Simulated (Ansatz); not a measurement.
Crystal: Pt.

```
CELL_PARAMETERS angstrom
-1.58422 1.58422 1.58422
1.58422 -1.58422 1.58422
1.58422 1.58422 -1.58422
ATOMIC_POSITIONS crystal
Pt 0.00000 0.00000 0.00000
```

This isn't the form of Pt at room conditions, which is fcc.

```yaml
Program: Ansatz 0.2.0
Task: relaxation of cell and atoms
Functional: revPBE
Dispersion: D3(BJ)
Potentials_or_basis: Ansatz PAW
Cutoff: "420 eV (not typed: the program's choice for these potentials)"
k_mesh: 12 × 12 × 12
Occupations: fermi-dirac, width 0.05 eV
Spin: no spin polarisation
```

At the start: volume 15.90 Å³/atom.

How do energy, volume and symmetry change on relaxing?

It ends after 5 steps and the volume is 15.05 Å³/atom (-5.3 %); space group Im-3m (No. 229, to 0.05 Å).

Step by step:
```
step  energy change (eV)  largest force (eV/Å)  volume (Å³)
   1              0.0000                0.0000        15.90
   2             -0.0360                0.0000        15.22
   3             -0.0376                0.0000        15.03
   4             -0.0376                0.0000        15.05
   5             -0.0371                0.0000        15.05
```

Final structure:
```cif
data_structure
_symmetry_space_group_name_H-M 'P 1'
_symmetry_Int_Tables_number 1
_cell_length_a 2.6942
_cell_length_b 2.6942
_cell_length_c 2.6942
_cell_angle_alpha 109.471
_cell_angle_beta 109.471
_cell_angle_gamma 109.471
_cell_volume 15.05
loop_
_atom_site_label
_atom_site_type_symbol
_atom_site_fract_x
_atom_site_fract_y
_atom_site_fract_z
_atom_site_occupancy
Pt1 Pt 0.00000 0.00000 0.00000 1
```

Caveat: the plane-wave basis is chosen anew once the cell has moved, so the energies of steps on either side of that aren't comparable; pairwise dispersion overbinds metals, which lowers pressure and volume; the PAW data sets come from PBE, with cores solved anew for the run's functional, which leaves a small shift of forces and pressure.
